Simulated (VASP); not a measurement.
**CdS (Greenockite): equation of state with r2SCAN**

The system is CdS (Greenockite).

```xyz
4
Lattice="4.1500 0.0000 0.0000 -2.0750 3.5940 0.0000 0.0000 0.0000 6.7370" Properties=species:S:1:pos:R:3 pbc="T T T"
Cd    2.0750    1.1980    3.3685
Cd    0.0000    2.3960    0.0000
S     2.0750    1.1980    5.8949
S     0.0000    2.3960    2.5264
```

```yaml
Program: VASP 6.6.1
Task: equation of state
Functional: r2SCAN
Potentials_or_basis: VASP PAW PBE potentials, release 64 (Cd, S)
Cutoff: 520 eV
k_mesh: 7 × 7 × 4
Occupations: fermi-dirac, width 0.05 eV
Spin: no spin polarisation
```

| Property | Result |
| --- | --- |
| Equilibrium volume | 25.54 Å³/atom |
| Bulk modulus at fixed shape and positions | 60 GPa |
| Pressure derivative of the bulk modulus | 4.5 |

Energy against volume, from the lowest point:
| volume (Å³/atom) | energy (meV/atom) |
| --- | --- |
| 23.614 | 31.43 |
| 24.116 | 16.49 |
| 24.618 | 6.62 |
| 25.121 | 1.28 |
| 25.623 | 0.00 |
| 26.126 | 2.40 |
| 26.628 | 8.05 |

All runs of the series together: 18 min on 1 thread of Intel(R) Xeon(R) Platinum 8488C (Sapphire Rapids) (shared host).

Caveat: the cell was scaled at fixed shape and fractional positions, which overstates the stiffness of a crystal with free parameters, most of all of layers and chains; the PAW data sets were made with another functional, which shifts forces and pressure a little.
